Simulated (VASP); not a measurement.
Set up this calculation in VASP 6.6.1, as the native input.

| Quantity | Value |
| --- | --- |
| Task | relaxation of cell and atoms |
| Functional | LDA |
| Potentials or basis | VASP PAW LDA potentials, release 64 (Si, C) |
| Cutoff | 600 eV |
| k mesh | 12 × 12 × 2 |
| Occupations | gaussian, width 0.03 eV |
| Spin | no spin polarisation |
| Further INCAR settings | ALGO = Normal; EDIFF = 1e-07; IBRION = 2; EDIFFG = -0.005; NSW = 90; ISIF = 3 |

The structure of SiC (Moissanite 6H) lies in POSCAR:

```
SiC                                     
1.0
    3.0605283528     -0.0000000000     -0.0000000000
   -1.5302641764      2.6504953025      0.0000000000
    0.0000000000      0.0000000000     15.0190461802
  Si              C             
     6     6
Direct
     0.0000000000000000    0.0000000000000000    0.1250493623180255
     1.0000000000000000    0.0000000000000000    0.6250493623180254
     0.3333333332999970    0.6666666667000030    0.2918301569245969
     0.6666666667000030    0.3333333332999970    0.7918301569245969
     0.3333333332999970    0.6666666667000030    0.9583045729403558
     0.6666666667000030    0.3333333332999970    0.4583045729403558
     1.0000000000000000    1.0000000000000000    0.9996689421541601
     1.0000000000000000    0.0000000000000000    0.4996689421541601
     0.3333333332999970    0.6666666667000030    0.1668305954451915
     0.6666666667000030    0.3333333332999970    0.6668305954451916
     0.3333333332999970    0.6666666667000030    0.8333163702176704
     0.6666666667000030    0.3333333332999970    0.3333163702176702
```

The input as run:

INCAR

```
PREC     = Accurate       # precision mode
ENCUT    = 600            # plane-wave cutoff, eV
EDIFF    = 1E-7           # SCF threshold, eV
ISMEAR   = 0              # smearing method
SIGMA    = 0.03           # smearing width, eV
LREAL    = F              # projectors in reciprocal space
LASPH    = T              # aspherical terms in the spheres
NELM     = 80             # most SCF steps
ALGO     = Normal         # electronic algorithm
ISIF     = 3              # what is computed and relaxed
LWAVE    = F              # write WAVECAR
LCHARG   = F              # write CHGCAR
GGA      = CA             # functional
IBRION   = 2              # ionic algorithm
NSW      = 90             # ionic steps
EDIFFG   = -0.005         # ionic threshold
KPAR     = 4
```

KPOINTS

```
Automatic mesh
0
Gamma
  12 12 2
```

Potentials or basis: VASP PAW LDA potentials, release 64 (Si, C).

Run with:

```bash
$ cat potpaw_LDA.64/Si/POTCAR potpaw_LDA.64/C/POTCAR > POTCAR
$ mpirun -np 4 vasp_std > vasp.out
```

Results of the run:

```json
{"Relaxed volume": "10.15 Å³/atom", "Relaxed cell": "a = 3.060 Å, b = 3.060 Å, c = 15.016 Å, α = 90.00°, β = 90.00°, γ = 120.00°", "Space group after relaxing (to 0.05 Å)": "P6_3mc (No. 186)", "Energy gained by relaxing": "0.0 meV/atom", "Ionic steps": "3", "Pressure after relaxing": "0.0 GPa", "Band gap on the k mesh": "1.97 eV, indirect (least direct gap 3.07 eV)"}
```

Run time: 79 s on 4 MPI ranks on Intel(R) Xeon(R) Platinum 8488C (Sapphire Rapids), with other jobs on the host, peak memory 0.28 GiB a rank.
